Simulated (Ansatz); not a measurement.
## A series in volume scale on Mg

All results are calculated (Ansatz 0.2.0). Plane-wave DFT, scalar-relativistic PAW made under PBE with cores redone for the functional, no dispersion; the given relaxed cell is scaled uniformly, energy at zero smearing counts from the unscaled cell, pressure at the given Fermi-Dirac smearing is positive in compression.

The cell before it is scaled or strained (space group P6/mmm, No. 191):
```
cell vectors (Å)
   5.1504     0.0000     0.0000
  -2.5752     4.4604     0.0000
   0.0000     0.0000     3.1241
atoms (fractions of the cell vectors)
Mg  1.00000  1.00000  0.00000
Mg  0.33333  0.66667  0.50000
Mg  0.66667  0.33333  0.50000
```

Settings of every row: spin polarised no; functional revPBE; wave cutoff 420 eV; smearing width 0.1 eV; k mesh 8x8x11.

Atom starting moment: 0 on all atoms.

Limits: the cell comes from a prototype or a list of computed structures and needn't be the stable phase.

```
row  volume scale  V (Å³/atom)  energy change per atom (meV)  pressure (GPa)
  1          0.88       21.052                          41.9            5.32
  2          0.92       22.009                            17            3.17
  3          0.96       22.966                             ?               ?
  4          1.04        24.88                          4.02            -1.2
  5          1.08       25.837                         14.39           -2.16
  6          1.12       26.794                         29.94           -2.94
```

Question: what energy change per atom and pressure should row 3 give?

Worked fit of energy change per atom. Take u = (V_r/V)^(2/3) − 1 with V_r = 24.88 Å³ an atom, which is twice the finite (Eulerian) strain; such expansions in the strain, on which the Birch-Murnaghan equation of state is built, carry the rest volume and the bulk modulus. The shown rows have u = 0.11782, 0.08518, 0, -0.02485, -0.04821. Least squares give energy change per atom = 4.018 − 288.34 × u + 5175.76 × u² meV; a straight line predicts inner rows, each left out in turn, worse (root mean square 15 against 0.016 meV). The rows lie off it by 0.01, -0.01, 0.00, 0.01, -0.01. Its lowest point lies at u = 0.0279, or V = 23.88 Å³ an atom, and the curvature there gives the bulk modulus at fixed shape and fractions, B = (4/9)(1 + u)² E″(u)/V = 32.6 GPa. Letting shape and atoms relax would as a rule lower it, by much in layered, chain or molecular crystals. The withheld row has u = 0.05482, so the fit gives 4.018 − 288.34 × (0.05482) + 5175.76 × (0.05482)² = 3.77 meV.

The calculation gave 3.75 meV. The fit lies 0.02 meV (0.052 % of the column's range) above it; its largest miss of a shown row is 0.01 meV.

Worked fit of pressure. Take u = (V_r/V)^(2/3) − 1 with V_r = 24.88 Å³ an atom, which is twice the finite (Eulerian) strain; such expansions in the strain, on which the Birch-Murnaghan equation of state is built, carry the rest volume and the bulk modulus. The shown rows have u = 0.11782, 0.08518, 0, -0.02485, -0.04821. Least squares give pressure = −1.206 + 41.506 × u + 117.34 × u² GPa; a straight line predicts inner rows, each left out in turn, worse (root mean square 0.33 against 0.015 GPa). The rows lie off it by 0.01, -0.01, 0.01, 0.00, -0.01. The pressure vanishes at u = 0.0270, or V = 23.91 Å³ an atom, and there the bulk modulus at fixed shape and fractions is B = −V dP/dV = (2/3)(1 + u) dP/du = 32.8 GPa. Letting shape and atoms relax would as a rule lower it, by much in layered, chain or molecular crystals. The withheld row has u = 0.05482, so the fit gives −1.206 + 41.506 × (0.05482) + 117.34 × (0.05482)² = 1.42 GPa.

The calculation gave 1.41 GPa. The fit lies 0.01 GPa (0.12 % of the column's range) above it, one unit of the last digit.
